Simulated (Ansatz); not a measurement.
**TiAl: a two-dimensional strain map**

This session takes TiAl and sets out to strain the cell in the xy plane and along z independently.

Method: DFT LDA, scalar-relativistic, plane waves, PAW, in Ansatz 0.2.0.

### Step 1. The structure to begin with

It takes space group P-6m2 (No. 187, hexagonal). The conventional cell has a = 2.867 Å, b = 2.867 Å, c = 4.678 Å, α = 90.00°, β = 90.00°, γ = 120.00°. Ti (site symmetry -6m2) is surrounded by 6 Al at 2.87 Å and 6 Ti at 2.87 Å. Al (site symmetry -6m2) has 6 Ti at 2.87 Å and 6 Al at 2.87 Å as nearest neighbours.

As a file:

```xyz
2
Lattice="2.8673 0.0000 0.0000 -1.4336 2.4831 0.0000 0.0000 0.0000 4.6781" Properties=species:S:1:pos:R:3 pbc="T T T"
Ti    0.0000    0.0000    0.0000
Al    0.0000    1.6554    2.3390
```

The structure comes from the Materials Project (structure only).

### Step 2. Probe: one point at the start

input.yaml reads:

```yaml
crystal:
  lattice:
    - [2.8672622327, 0.0, 0.0]
    - [-1.4336311163, 2.4831219328, 0.0]
    - [0.0, 0.0, 4.678083]
  atoms:
    - { symbol: Ti, position: [0.0, 0.0, 0.0] }
    - { symbol: Al, position: [0.33333333, 0.66666667, 0.5] }
basis:
  ecutwfc: 420
kpoints:
  mp_grid: { grid: [9, 9, 4] }
hamiltonian:
  xc: lda
scf:
  occupations: { method: gaussian, width: 0.1 }
output:
  forces: true
  stress: true
  eigenvalues: true
```

Command:

```
$ ansatz run input.yaml --threads 1 --pin off --max-ram 1228MiB --backend cpu --events-out ev --progress --plain --runs-dir out
```

Output, cut to the lines that bear on the results:

```text
Warning: RAYON_NUM_THREADS=1 ignored (pool sized by the plan → 1); use --threads N
[...]
Pseudopotentials: kind: paw
Pseudopotential: Ti, paw, valence charge 12, recommended cutoff 420 eV (normal), Ti.paw.azcp
Pseudopotential: Al, paw, valence charge 3, recommended cutoff 420 eV (normal), Al.paw.azcp
Functional definition: SPW92
[...]
Crystal: 2 atoms, lattice volume = 33.307 Å³
Basis set: ecut = 420 eV, 663 PW (Γ)
Bands: 12, of which v1, the nominal top of the filled ones, is band 8 counted from 1 (7 counted from 0)
Symmetry: 12 space group operations
Space group: P-6m2 (ITA 187), of the structure as read, at distance tolerance 3.2e-5 Å
k-points: 36 of 324 (time reversal used)
[...]
SCF iter   1: F=—  HF=-2963.665303 eV  |F-HF|=—  |Δ(HF+E_count)|=         —  Δρ=6.68e-3  dr2=1.07e-2  ethr=1.77e-3  ⟨swp⟩=5.1  Hψ=2239  notcnv=0
[...]
SCF iter   6: F=-2963.662290 eV  HF=-2963.662290 eV  |F-HF|=1.55e-9  |Δ(HF+E_count)|=   3.70e-8  Δρ=3.02e-6  dr2=2.76e-9  ethr=6.67e-10  ⟨swp⟩=5.2  Hψ=1655  notcnv=0
[...]
SCF converged after 6 iterations
Free energy (F): -2963.662290 eV
[...]
E sigma→0 (E₀):  -2963.655300 eV
Entropy (-TS):   -0.013980 eV (-6.990 meV/atom)
Fermi energy:    10.227352 eV
[...]
--- Forces (eV/Å), atoms counted from 1 ---
  atom   1  Ti    -0.00000000     0.00000000     0.00000000
  atom   2  Al     0.00000000     0.00000000    -0.00000000
[...]
--- Stress (GPa, compression-positive) ---
       -5.910887      -0.000000       0.000000
       -0.000000      -5.910887       0.000000
        0.000000       0.000000      -6.371541
  P = ⅓ Tr σ = -6.0644 GPa (-60.644 kbar)
--- Band table (eV; the first three rows and the last of 36) ---
  k-point 0: bands = ["-45.7159", "-22.3617", "-21.9189", "-21.9189", "1.2982", "7.9241", "8.4295", "11.4630", "11.4630", "12.9213", "12.9213", "14.0615"]
[...]
```

It took 2.4 s on 1 thread of an x86-64 CPU, shared host; peak memory 0.42 GiB.

The cell is taken as given, not relaxed at this level.

### Step 3. The undisturbed cell

input.yaml reads:

```yaml
crystal:
  lattice:
    - [2.8672622327, 0.0, 0.0]
    - [-1.4336311163, 2.4831219328, 0.0]
    - [0.0, 0.0, 4.678083]
  atoms:
    - { symbol: Ti, position: [0.0, 0.0, 0.0] }
    - { symbol: Al, position: [0.3333333333, 0.6666666667, 0.5] }
basis:
  ecutwfc: 420
kpoints:
  mp_grid: { grid: [21, 21, 10] }
hamiltonian:
  xc: lda
scf:
  occupations: { method: gaussian, width: 0.15 }
output:
  forces: true
  stress: true
  eigenvalues: true
```

Command:

```
$ ansatz run input.yaml --threads 1 --pin off --max-ram 1228MiB --backend cpu --events-out ev --progress --plain --runs-dir out
```

Output, cut to the lines that bear on the results:

```text
Warning: RAYON_NUM_THREADS=1 ignored (pool sized by the plan → 1); use --threads N
[...]
[... 4 set-up lines as earlier in the session ...]
[...]
Crystal: 2 atoms, lattice volume = 33.307 Å³
Basis set: ecut = 420 eV, 663 PW (Γ)
Bands: 12, of which v1, the nominal top of the filled ones, is band 8 counted from 1 (7 counted from 0)
[... 2 set-up lines as earlier in the session ...]
k-points: 288 of 4410 (time reversal used)
[...]
SCF iter   1: F=—  HF=-2963.668257 eV  |F-HF|=—  |Δ(HF+E_count)|=         —  Δρ=6.52e-3  dr2=1.25e-2  ethr=1.77e-3  ⟨swp⟩=5.0  Hψ=17549  notcnv=0
[...]
SCF iter   6: F=-2963.665521 eV  HF=-2963.665521 eV  |F-HF|=1.26e-9  |Δ(HF+E_count)|=   1.43e-8  Δρ=2.83e-6  dr2=2.12e-9  ethr=6.67e-10  ⟨swp⟩=5.1  Hψ=13802  notcnv=0
[...]
SCF converged after 6 iterations
Free energy (F): -2963.665521 eV
[...]
E sigma→0 (E₀):  -2963.651096 eV
Entropy (-TS):   -0.028851 eV (-14.425 meV/atom)
Fermi energy:    10.203624 eV
[...]
--- Forces (eV/Å), atoms counted from 1 ---
  atom   1  Ti    -0.00000000     0.00000000     0.00000000
  atom   2  Al     0.00000000     0.00000000    -0.00000000
[...]
--- Stress (GPa, compression-positive) ---
       -5.682031      -0.000000       0.000000
       -0.000000      -5.682031       0.000000
        0.000000       0.000000      -6.847303
  P = ⅓ Tr σ = -6.0705 GPa (-60.705 kbar)
--- Band table (eV; the first three rows and the last of 288) ---
  k-point 0: bands = ["-45.7239", "-22.3588", "-21.9329", "-21.9329", "1.3093", "7.9122", "8.4330", "11.4445", "11.4445", "12.9165", "12.9165", "14.0659"]
[...]
```

Wall time 12 s (1 thread of an x86-64 CPU, shared host); peak memory 0.55 GiB.

The reference gives a free energy of -2963.6655 eV, pressure -6.07 GPa, largest force 0.000 eV/Å and gap on the mesh none (metal).

### Step 4. Setting up a two-dimensional strain map

The cell is strained by p along both x and y and by q along z, with fractional coordinates fixed.

### Step 5. At p = -0.030, q = -0.030

input.yaml, as its differences from that of step 3:

```diff
@@ -2,5 +2,5 @@
   lattice:
-    - [2.8672622327, 0.0, 0.0]
-    - [-1.4336311163, 2.4831219328, 0.0]
-    - [0.0, 0.0, 4.678083]
+    - [2.7812443657, 0.0, 0.0]
+    - [-1.3906221828, 2.4086282748, 0.0]
+    - [0.0, 0.0, 4.53774051]
   atoms:
```

Command:

```
$ ansatz run input.yaml --threads 1 --pin off --max-ram 1228MiB --backend cpu --events-out ev --progress --plain --runs-dir out
```

Output, cut to the lines that bear on the results:

```text
Warning: RAYON_NUM_THREADS=1 ignored (pool sized by the plan → 1); use --threads N
[...]
[... 4 set-up lines as earlier in the session ...]
[...]
Crystal: 2 atoms, lattice volume = 30.398 Å³
Basis set: ecut = 420 eV, 591 PW (Γ)
Bands: 12, of which v1, the nominal top of the filled ones, is band 8 counted from 1 (7 counted from 0)
[... 1 set-up line as earlier in the session ...]
Space group: P-6m2 (ITA 187), of the structure as read, at distance tolerance 3.1e-5 Å
k-points: 288 of 4410 (time reversal used)
[...]
SCF iter   1: F=—  HF=-2963.694007 eV  |F-HF|=—  |Δ(HF+E_count)|=         —  Δρ=8.13e-3  dr2=2.36e-2  ethr=1.77e-3  ⟨swp⟩=5.0  Hψ=17572  notcnv=0
[...]
SCF iter   6: F=-2963.688786 eV  HF=-2963.688786 eV  |F-HF|=2.48e-10  |Δ(HF+E_count)|=   3.46e-9  Δρ=4.38e-6  dr2=3.29e-9  ethr=6.67e-10  ⟨swp⟩=5.1  Hψ=12960  notcnv=0
[...]
SCF converged after 6 iterations
Free energy (F): -2963.688786 eV
[...]
E sigma→0 (E₀):  -2963.675155 eV
Entropy (-TS):   -0.027262 eV (-13.631 meV/atom)
Fermi energy:    11.423076 eV
[...]
--- Forces (eV/Å), atoms counted from 1 ---
  atom   1  Ti    -0.00000000     0.00000000     0.00000000
  atom   2  Al     0.00000000    -0.00000000     0.00000000
[...]
--- Stress (GPa, compression-positive) ---
        4.031477      -0.000000       0.000000
        0.000000       4.031477       0.000000
        0.000000       0.000000       4.739821
  P = ⅓ Tr σ = 4.2676 GPa (42.676 kbar)
--- Band table (eV; the first three rows and the last of 288) ---
  k-point 0: bands = ["-44.3055", "-20.9639", "-20.4226", "-20.4226", "2.0805", "9.0308", "9.6117", "12.7713", "12.7713", "14.4500", "14.4500", "15.7541"]
[...]
```

Wall time 11 s (1 thread of an x86-64 CPU, shared host); peak memory 0.56 GiB.

### Step 6. p = -0.030, q = 0.000

input.yaml, as its differences from that of step 5:

```diff
@@ -4,3 +4,3 @@
     - [-1.3906221828, 2.4086282748, 0.0]
-    - [0.0, 0.0, 4.53774051]
+    - [0.0, 0.0, 4.678083]
   atoms:
```

Command:

```
$ ansatz run input.yaml --threads 1 --pin off --max-ram 1228MiB --backend cpu --events-out ev --progress --plain --runs-dir out
```

Output, cut to the lines that bear on the results:

```text
Warning: RAYON_NUM_THREADS=1 ignored (pool sized by the plan → 1); use --threads N
[...]
[... 4 set-up lines as earlier in the session ...]
[...]
Crystal: 2 atoms, lattice volume = 31.338 Å³
Basis set: ecut = 420 eV, 603 PW (Γ)
Bands: 12, of which v1, the nominal top of the filled ones, is band 8 counted from 1 (7 counted from 0)
[... 2 set-up lines as earlier in the session ...]
k-points: 288 of 4410 (time reversal used)
[...]
SCF iter   1: F=—  HF=-2963.696659 eV  |F-HF|=—  |Δ(HF+E_count)|=         —  Δρ=7.66e-3  dr2=2.07e-2  ethr=1.77e-3  ⟨swp⟩=5.0  Hψ=17558  notcnv=0
[...]
SCF iter   6: F=-2963.692249 eV  HF=-2963.692249 eV  |F-HF|=2.41e-10  |Δ(HF+E_count)|=   6.22e-9  Δρ=4.00e-6  dr2=2.80e-9  ethr=6.67e-10  ⟨swp⟩=4.8  Hψ=12294  notcnv=0
[...]
SCF converged after 6 iterations
Free energy (F): -2963.692249 eV
[...]
E sigma→0 (E₀):  -2963.679798 eV
Entropy (-TS):   -0.024902 eV (-12.451 meV/atom)
Fermi energy:    11.047765 eV
[...]
--- Forces (eV/Å), atoms counted from 1 ---
  atom   1  Ti    -0.00000000     0.00000000     0.00000000
  atom   2  Al     0.00000000    -0.00000000     0.00000000
[...]
--- Stress (GPa, compression-positive) ---
        1.772945       0.000000       0.000000
        0.000000       1.772945       0.000000
        0.000000       0.000000      -3.347881
  P = ⅓ Tr σ = 0.0660 GPa (0.660 kbar)
--- Band table (eV; the first three rows and the last of 288) ---
  k-point 0: bands = ["-44.7618", "-21.4129", "-20.8720", "-20.8720", "1.7662", "8.5563", "8.9779", "12.3665", "12.3665", "14.0460", "14.0460", "14.8175"]
[...]
```

Run time: 12 s. Hardware: 1 thread of an x86-64 CPU, shared host; peak memory 0.55 GiB.

### Step 7. Point p = -0.030, q = 0.030

input.yaml, as its differences from that of step 6:

```diff
@@ -4,3 +4,3 @@
     - [-1.3906221828, 2.4086282748, 0.0]
-    - [0.0, 0.0, 4.678083]
+    - [0.0, 0.0, 4.81842549]
   atoms:
```

Command:

```
$ ansatz run input.yaml --threads 1 --pin off --max-ram 1228MiB --backend cpu --events-out ev --progress --plain --runs-dir out
```

Output, cut to the lines that bear on the results:

```text
[...]
SCF converged after 6 iterations
Free energy (F): -2963.651952 eV
[...]
E sigma→0 (E₀):  -2963.640422 eV
Entropy (-TS):   -0.023060 eV (-11.530 meV/atom)
Fermi energy:    10.696051 eV
[...]
--- Forces (eV/Å), atoms counted from 1 ---
  atom   1  Ti    -0.00000000     0.00000000     0.00000000
  atom   2  Al     0.00000000    -0.00000000     0.00000000
[...]
--- Stress (GPa, compression-positive) ---
        0.148385       0.000000       0.000000
        0.000000       0.148385       0.000000
        0.000000       0.000000     -10.178213
  P = ⅓ Tr σ = -3.2938 GPa (-32.938 kbar)
--- Band table (eV; the first three rows and the last of 288) ---
  k-point 0: bands = ["-45.1986", "-21.8465", "-21.3013", "-21.3013", "1.4715", "8.0913", "8.4037", "11.9749", "11.9749", "13.6545", "13.6545", "13.9489"]
[...]
```

Wall time 12 s (1 thread of an x86-64 CPU, shared host); peak memory 0.56 GiB.

### Step 8. At p = 0.000, q = -0.030

input.yaml, as its differences from that of step 7:

```diff
@@ -2,5 +2,5 @@
   lattice:
-    - [2.7812443657, 0.0, 0.0]
-    - [-1.3906221828, 2.4086282748, 0.0]
-    - [0.0, 0.0, 4.81842549]
+    - [2.8672622327, 0.0, 0.0]
+    - [-1.4336311163, 2.4831219328, 0.0]
+    - [0.0, 0.0, 4.53774051]
   atoms:
```

Command:

```
$ ansatz run input.yaml --threads 1 --pin off --max-ram 1228MiB --backend cpu --events-out ev --progress --plain --runs-dir out
```

Output, cut to the lines that bear on the results:

```text
[...]
SCF converged after 6 iterations
Free energy (F): -2963.688246 eV
[...]
E sigma→0 (E₀):  -2963.673050 eV
Entropy (-TS):   -0.030390 eV (-15.195 meV/atom)
Fermi energy:    10.565646 eV
[...]
--- Forces (eV/Å), atoms counted from 1 ---
  atom   1  Ti    -0.00000000     0.00000000     0.00000000
  atom   2  Al    -0.00000000     0.00000000     0.00000000
[...]
--- Stress (GPa, compression-positive) ---
       -3.702977       0.000000      -0.000000
        0.000000      -3.702977      -0.000000
        0.000000      -0.000000      -0.259877
  P = ⅓ Tr σ = -2.5553 GPa (-25.553 kbar)
--- Band table (eV; the first three rows and the last of 288) ---
  k-point 0: bands = ["-45.2953", "-21.9383", "-21.5099", "-21.5099", "1.6012", "8.3653", "9.0434", "11.8233", "11.8233", "13.2944", "13.2944", "14.9615"]
[...]
```

It took 12 s on 1 thread of an x86-64 CPU, shared host; peak memory 0.56 GiB.

### Step 9. p = 0.000, q = 0.030

input.yaml, as its differences from that of step 8:

```diff
@@ -4,3 +4,3 @@
     - [-1.4336311163, 2.4831219328, 0.0]
-    - [0.0, 0.0, 4.53774051]
+    - [0.0, 0.0, 4.81842549]
   atoms:
```

Command:

```
$ ansatz run input.yaml --threads 1 --pin off --max-ram 1228MiB --backend cpu --events-out ev --progress --plain --runs-dir out
```

Output, cut to the lines that bear on the results:

```text
Warning: RAYON_NUM_THREADS=1 ignored (pool sized by the plan → 1); use --threads N
[...]
[... 4 set-up lines as earlier in the session ...]
[...]
Crystal: 2 atoms, lattice volume = 34.306 Å³
Basis set: ecut = 420 eV, 677 PW (Γ)
Bands: 12, of which v1, the nominal top of the filled ones, is band 8 counted from 1 (7 counted from 0)
[... 2 set-up lines as earlier in the session ...]
k-points: 288 of 4410 (time reversal used)
[...]
SCF iter   1: F=—  HF=-2963.607533 eV  |F-HF|=—  |Δ(HF+E_count)|=         —  Δρ=6.40e-3  dr2=1.27e-2  ethr=1.77e-3  ⟨swp⟩=5.0  Hψ=17556  notcnv=0
[...]
SCF iter   6: F=-2963.605006 eV  HF=-2963.605006 eV  |F-HF|=6.49e-10  |Δ(HF+E_count)|=   1.03e-8  Δρ=3.00e-6  dr2=2.16e-9  ethr=6.67e-10  ⟨swp⟩=4.0  Hψ=10357  notcnv=0
[...]
SCF converged after 6 iterations
Free energy (F): -2963.605006 eV
[...]
E sigma→0 (E₀):  -2963.591619 eV
Entropy (-TS):   -0.026773 eV (-13.387 meV/atom)
Fermi energy:    9.864184 eV
[...]
--- Forces (eV/Å), atoms counted from 1 ---
  atom   1  Ti    -0.00000000     0.00000000     0.00000000
  atom   2  Al     0.00000000    -0.00000000     0.00000000
[...]
--- Stress (GPa, compression-positive) ---
       -7.119785       0.000000       0.000000
        0.000000      -7.119785       0.000000
        0.000000       0.000000     -12.392571
  P = ⅓ Tr σ = -8.8774 GPa (-88.774 kbar)
--- Band table (eV; the first three rows and the last of 288) ---
  k-point 0: bands = ["-46.1327", "-22.7643", "-22.3352", "-22.3352", "1.0348", "7.4685", "7.8798", "11.0796", "11.0796", "12.5514", "12.5514", "13.2353"]
[...]
```

Run time: 14 s. Hardware: 1 thread of an x86-64 CPU, shared host; peak memory 0.56 GiB.

### Step 10. p = 0.030, q = -0.030

input.yaml, as its differences from that of step 9:

```diff
@@ -2,5 +2,5 @@
   lattice:
-    - [2.8672622327, 0.0, 0.0]
-    - [-1.4336311163, 2.4831219328, 0.0]
-    - [0.0, 0.0, 4.81842549]
+    - [2.9532800997, 0.0, 0.0]
+    - [-1.4766400498, 2.5576155908, 0.0]
+    - [0.0, 0.0, 4.53774051]
   atoms:
```

Command:

```
$ ansatz run input.yaml --threads 1 --pin off --max-ram 1228MiB --backend cpu --events-out ev --progress --plain --runs-dir out
```

Output, cut to the lines that bear on the results:

```text
[...]
SCF converged after 6 iterations
Free energy (F): -2963.605508 eV
[...]
E sigma→0 (E₀):  -2963.589013 eV
Entropy (-TS):   -0.032990 eV (-16.495 meV/atom)
Fermi energy:    9.791819 eV
[...]
--- Forces (eV/Å), atoms counted from 1 ---
  atom   1  Ti     0.00000000    -0.00000000     0.00000000
  atom   2  Al     0.00000000     0.00000000     0.00000000
[...]
--- Stress (GPa, compression-positive) ---
       -9.456221       0.000000       0.000000
        0.000000      -9.456221       0.000000
        0.000000       0.000000      -4.491692
  P = ⅓ Tr σ = -7.8014 GPa (-78.014 kbar)
--- Band table (eV; the first three rows and the last of 288) ---
  k-point 0: bands = ["-46.2185", "-22.8479", "-22.5028", "-22.5028", "1.1618", "7.7728", "8.5270", "10.9466", "10.9466", "12.2385", "12.2385", "14.2011"]
[...]
```

It took 12 s on 1 thread of an x86-64 CPU, shared host; peak memory 0.56 GiB.

### Step 11. Point p = 0.030, q = 0.000

input.yaml, as its differences from that of step 10:

```diff
@@ -4,3 +4,3 @@
     - [-1.4766400498, 2.5576155908, 0.0]
-    - [0.0, 0.0, 4.53774051]
+    - [0.0, 0.0, 4.678083]
   atoms:
```

Command:

```
$ ansatz run input.yaml --threads 1 --pin off --max-ram 1228MiB --backend cpu --events-out ev --progress --plain --runs-dir out
```

Output, cut to the lines that bear on the results:

```text
Warning: RAYON_NUM_THREADS=1 ignored (pool sized by the plan → 1); use --threads N
[...]
[... 4 set-up lines as earlier in the session ...]
[...]
Crystal: 2 atoms, lattice volume = 35.335 Å³
Basis set: ecut = 420 eV, 687 PW (Γ)
Bands: 12, of which v1, the nominal top of the filled ones, is band 8 counted from 1 (7 counted from 0)
[... 1 set-up line as earlier in the session ...]
Space group: P-6m2 (ITA 187), of the structure as read, at distance tolerance 3.3e-5 Å
k-points: 288 of 4410 (time reversal used)
[...]
SCF iter   1: F=—  HF=-2963.559117 eV  |F-HF|=—  |Δ(HF+E_count)|=         —  Δρ=5.74e-3  dr2=7.96e-3  ethr=1.77e-3  ⟨swp⟩=5.0  Hψ=17598  notcnv=0
[...]
SCF iter   6: F=-2963.557396 eV  HF=-2963.557396 eV  |F-HF|=4.80e-10  |Δ(HF+E_count)|=   2.30e-8  Δρ=2.03e-6  dr2=1.02e-9  ethr=4.95e-10  ⟨swp⟩=2.4  Hψ=12890  notcnv=0
[...]
SCF converged after 6 iterations
Free energy (F): -2963.557396 eV
[...]
E sigma→0 (E₀):  -2963.541274 eV
Entropy (-TS):   -0.032245 eV (-16.122 meV/atom)
Fermi energy:    9.441847 eV
[...]
--- Forces (eV/Å), atoms counted from 1 ---
  atom   1  Ti    -0.00000000     0.00000000     0.00000000
  atom   2  Al     0.00000000     0.00000000     0.00000000
[...]
--- Stress (GPa, compression-positive) ---
      -11.084332       0.000000       0.000000
        0.000000     -11.084332       0.000000
        0.000000       0.000000      -9.899119
  P = ⅓ Tr σ = -10.6893 GPa (-106.893 kbar)
--- Band table (eV; the first three rows and the last of 288) ---
  k-point 0: bands = ["-46.6256", "-23.2455", "-22.9060", "-22.9060", "0.8913", "7.3387", "7.9378", "10.5880", "10.5880", "11.8808", "11.8808", "13.3413"]
[...]
```

Wall time 14 s (1 thread of an x86-64 CPU, shared host); peak memory 0.57 GiB.

### Step 12. At p = 0.030, q = 0.030

input.yaml, as its differences from that of step 11:

```diff
@@ -4,3 +4,3 @@
     - [-1.4766400498, 2.5576155908, 0.0]
-    - [0.0, 0.0, 4.678083]
+    - [0.0, 0.0, 4.81842549]
   atoms:
```

Command:

```
$ ansatz run input.yaml --threads 1 --pin off --max-ram 1228MiB --backend cpu --events-out ev --progress --plain --runs-dir out
```

Output, cut to the lines that bear on the results:

```text
Warning: RAYON_NUM_THREADS=1 ignored (pool sized by the plan → 1); use --threads N
[...]
[... 4 set-up lines as earlier in the session ...]
[...]
Crystal: 2 atoms, lattice volume = 36.395 Å³
Basis set: ecut = 420 eV, 701 PW (Γ)
Bands: 12, of which v1, the nominal top of the filled ones, is band 8 counted from 1 (7 counted from 0)
[... 2 set-up lines as earlier in the session ...]
k-points: 288 of 4410 (time reversal used)
[...]
SCF iter   1: F=—  HF=-2963.478259 eV  |F-HF|=—  |Δ(HF+E_count)|=         —  Δρ=5.76e-3  dr2=8.98e-3  ethr=1.77e-3  ⟨swp⟩=5.0  Hψ=17508  notcnv=0
[...]
SCF iter   7: F=-2963.476493 eV  HF=-2963.476493 eV  |F-HF|=9.33e-10  |Δ(HF+E_count)|=   3.46e-8  Δρ=1.34e-6  dr2=1.18e-9  ethr=6.67e-10  ⟨swp⟩=4.4  Hψ=10651  notcnv=0
[...]
SCF converged after 7 iterations
Free energy (F): -2963.476493 eV
[...]
E sigma→0 (E₀):  -2963.461014 eV
Entropy (-TS):   -0.030958 eV (-15.479 meV/atom)
Fermi energy:    9.114128 eV
[...]
--- Forces (eV/Å), atoms counted from 1 ---
  atom   1  Ti    -0.00000000    -0.00000000     0.00000000
  atom   2  Al    -0.00000000     0.00000000     0.00000000
[...]
--- Stress (GPa, compression-positive) ---
      -12.268707      -0.000000       0.000000
       -0.000000     -12.268707       0.000000
        0.000000       0.000000     -14.411984
  P = ⅓ Tr σ = -12.9831 GPa (-129.831 kbar)
--- Band table (eV; the first three rows and the last of 288) ---
  k-point 0: bands = ["-47.0116", "-23.6271", "-23.2869", "-23.2869", "0.6362", "6.9139", "7.4037", "10.2446", "10.2446", "11.5373", "11.5373", "12.5444"]
[...]
```

It took 13 s on 1 thread of an x86-64 CPU, shared host; peak memory 0.58 GiB.

### Step 13. The scan collected

Energy above the undisturbed cell in meV/atom; points alike by symmetry are filled in, and a dash was not computed:

| p \ q | -0.030 | -0.015 | 0.000 | 0.015 | 0.030 |
| --- | --- | --- | --- | --- | --- |
| -0.030 | -11.6 | – | -13.4 | – | 6.8 |
| -0.015 | – | – | – | – | – |
| 0.000 | -11.4 | – | 0.0 | – | 30.3 |
| 0.015 | – | – | – | – | – |
| 0.030 | 30.0 | – | 54.1 | – | 94.5 |

Pressure in GPa:

| p \ q | -0.030 | -0.015 | 0.000 | 0.015 | 0.030 |
| --- | --- | --- | --- | --- | --- |
| -0.030 | 4.3 | – | 0.1 | – | -3.3 |
| -0.015 | – | – | – | – | – |
| 0.000 | -2.6 | – | -6.1 | – | -8.9 |
| 0.015 | – | – | – | – | – |
| 0.030 | -7.8 | – | -10.7 | – | -13.0 |

### Step 14. What came out

```
                         quantity                                     value
                    highest point  94.5 meV/atom at (p, q) = (0.030, 0.030)
lowest point away from the origin         -13.4 meV/atom at (-0.030, 0.000)
```

What this shows: Of the points run, the lowest is (-0.030, 0.000), 13.4 meV/atom below the undisturbed cell, which was taken as given and not relaxed at this level. At |p| = |q| = 0.030, points where p and q have the same sign cost 41.4 meV/atom on average, those of opposite sign 18.4: stretching in the plane is cheaper with a contraction along z.
